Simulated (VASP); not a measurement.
# Pt2Se3 (P-3m1) in VASP: further runs, part 2 of 2

VASP 6.6.1. Earlier steps stand in the parts before.

### 3 Single point, PBE

This run uses another cell than the first one, of 21.60 Å³/atom, 1.034 times its volume.

Contents of INCAR:

```
PREC = Accurate
ENCUT = 520
EDIFF = 1E-6
ISMEAR = 0
SIGMA = 0.1
LREAL = False
LASPH = True
NELM = 100
ALGO = Normal
ISIF = 2
LWAVE = False
LCHARG = False
GGA = PE
NBANDS = 27
```

Contents of KPOINTS:

```
Automatic mesh
0
Gamma
  6 6 4
```

Contents of POSCAR:

```
Pt2Se3
1.0
    3.7659361195      0.0000000000      0.0000000000
   -1.8829680598      3.2613963485      0.0000000000
    0.0000000000      0.0000000000      8.7940340542
Pt Se
2 3
Direct
    0.3333333333      0.6666666667      0.1897176279
    0.6666666667      0.3333333333      0.8102823721
    0.0000000000      0.0000000000      0.0000000000
    0.3333333333      0.6666666667      0.6750671108
    0.6666666667      0.3333333333      0.3249328892
```

Potentials or basis: VASP PAW PBE potentials, release 64 (Pt, Se).

Command:

```console
cat potpaw_PBE.64/Pt/POTCAR potpaw_PBE.64/Se/POTCAR > POTCAR
mpirun -np 1 vasp_std > vasp.out
```

OUTCAR:

```text
PREC = Accurate
   ENCUT = 520
   EDIFF = 1E-6
   ISMEAR = 0
   LREAL = False
   LASPH = True
   NELM = 100
   ISIF = 2
   GGA = PE

 ion  position               nearest neighbor table
   1  0.333  0.667  0.190-   5 2.48   5 2.48   5 2.48   3 2.74   3 2.74   3 2.74
   2  0.667  0.333  0.810-   4 2.48   4 2.48   4 2.48   3 2.74   3 2.74   3 2.74
   3  0.000  0.000  0.000-   1 2.74   2 2.74   2 2.74   1 2.74   2 2.74   1 2.74
   4  0.333  0.667  0.675-   2 2.48   2 2.48   2 2.48
   5  0.667  0.333  0.325-   1 2.48   1 2.48   1 2.48

  LATTYP: Found a hexagonal cell.
 ALAT       =     3.7659361195
 C/A-ratio  =     2.3351522105

  Lattice vectors:

 A1 = (   3.7659361195,   0.0000000000,   0.0000000000)
 A2 = (  -1.8829680598,   3.2613963485,   0.0000000000)
 A3 = (   0.0000000000,   0.0000000000,   8.7940340542)

Analysis of symmetry for initial positions (statically):
=====================================================================
 Subroutine PRICEL returns:
 Original cell was already a primitive cell.

 Routine SETGRP: Setting up the symmetry group for a
 hexagonal supercell.

[... 172 lines left out ...]
 E-fermi :   5.5243     XC(G=0): -10.3673

 val. band max:        5.5236220202   @ k =   0.0000   0.3333   0.2500
 cond. band min:       5.5326067491   @ k =   0.3333   0.3333   0.5000
 fundamental gap:      0.0089847289
 Fermi energy:         5.5242801892

 k-point     1 :       0.0000    0.0000    0.0000
  band No.  band energies     occupation
      1      -9.2660      2.00000
      2      -8.4478      2.00000
      3      -7.7300      2.00000
      4      -0.4336      2.00000
      5       0.0913      2.00000
      6       0.0913      2.00000
[... 709 lines left out ...]
     26      12.9711      0.00000
     27      13.3174      0.00000

------------------------ aborting loop because EDIFF is reached ----------------------------------------

  FORCE on cell =-STRESS in cart. coord.  units (eV):
  Direction    XX          YY          ZZ          XY          YZ          ZX
  --------------------------------------------------------------------------------------
  -------------------------------------------------------------------------------------
  Total       -0.0097963     -0.0097963      0.0047740      0.0000000      0.0000000      0.0000000
  in kB       -0.1453140     -0.1453140      0.0708154      0.0000000      0.0000000      0.0000000
  external PRESSURE =      -0.0732709 kB  Pullay stress =       0.0000000 kB

 VOLUME and BASIS-vectors are now :
 -----------------------------------------------------------------------------
  energy-cutoff  :      520.00
  volume of cell :      108.01
      direct lattice vectors                 reciprocal lattice vectors
     3.765936120  0.000000000  0.000000000     0.265538227  0.153308567  0.000000000
    -1.882968060  3.261396348  0.000000000     0.000000000  0.306617134  0.000000000
     0.000000000  0.000000000  8.794034054     0.000000000  0.000000000  0.113713455

 POSITION                                       TOTAL-FORCE (eV/Angst)
 -----------------------------------------------------------------------------------
     -0.00000      2.17426      1.66838        -0.000000      0.000000     -0.024461
      1.88297      1.08713      7.12565         0.000000      0.000000      0.024461
      0.00000      0.00000      0.00000        -0.000000      0.000000      0.000000
     -0.00000      2.17426      5.93656         0.000000      0.000000     -0.006113
      1.88297      1.08713      2.85747         0.000000      0.000000      0.006113
 -----------------------------------------------------------------------------------
    total drift:                               -0.000000     -0.000000      0.000000

  FREE ENERGIE OF THE ION-ELECTRON SYSTEM (eV)
  ---------------------------------------------------
  free  energy   TOTEN  =       -23.6135217653 eV

  energy  without entropy=      -23.5987232714  energy(sigma->0) =      -23.60612252
```

OSZICAR:

```text
N       E                     dE             d eps       ncg     rms          rms(c)
DAV:   1     0.203364637813E+03    0.20336E+03   -0.17574E+04  1296   0.126E+03
DAV:   2    -0.136389081962E+02   -0.21700E+03   -0.20877E+03  1575   0.240E+02
DAV:   3    -0.244172844601E+02   -0.10778E+02   -0.10633E+02  1596   0.517E+01
DAV:   4    -0.245355682283E+02   -0.11828E+00   -0.11809E+00  1551   0.597E+00
DAV:   5    -0.245371801710E+02   -0.16119E-02   -0.16117E-02  1562   0.701E-01    0.153E+01
DAV:   6    -0.237880858801E+02    0.74909E+00   -0.41090E+00  1386   0.159E+01    0.919E+00
DAV:   7    -0.236515019941E+02    0.13658E+00   -0.82646E-01  1383   0.771E+00    0.445E+00
DAV:   8    -0.236150881608E+02    0.36414E-01   -0.10388E-01  1407   0.225E+00    0.669E-01
DAV:   9    -0.236133284479E+02    0.17597E-02   -0.14985E-02  1440   0.831E-01    0.231E-01
DAV:  10    -0.236134843798E+02   -0.15593E-03   -0.19416E-03  1517   0.229E-01    0.895E-02
DAV:  11    -0.236135176444E+02   -0.33265E-04   -0.88577E-05  1578   0.488E-02    0.394E-02
DAV:  12    -0.236135214635E+02   -0.38191E-05   -0.31769E-05  1389   0.410E-02    0.132E-02
DAV:  13    -0.236135209384E+02    0.52514E-06   -0.12313E-05  1582   0.233E-02    0.302E-03
DAV:  14    -0.236135217653E+02   -0.82687E-06   -0.10468E-06  1075   0.575E-03
   1 F= -.23613522E+02 E0= -.23606123E+02  d E =-.147985E-01
```

Wall time 29 s (1 thread of Intel Xeon 6975P-C (Granite Rapids), shared host); peak memory 0.25 GiB.

Results:

| Quantity | Value |
| --- | --- |
| Free energy | -23.6135 eV |
| Pressure | 0.0 GPa |
| Largest force | 0.024 eV/Å |
| Band gap on the k mesh | none (metal or under the smearing width) |

Forces on the atoms (eV/Å):
```
Pt   0.000  0.000 -0.024
Pt   0.000  0.000  0.024
Se   0.000  0.000  0.000
Se   0.000  0.000 -0.006
Se   0.000  0.000  0.006
```

Caveat: this functional lacks dispersion, which binds the layers, so the pressure and a relaxed spacing across them are unreliable. Spin-orbit coupling is left out, which matters for the levels of Pt.
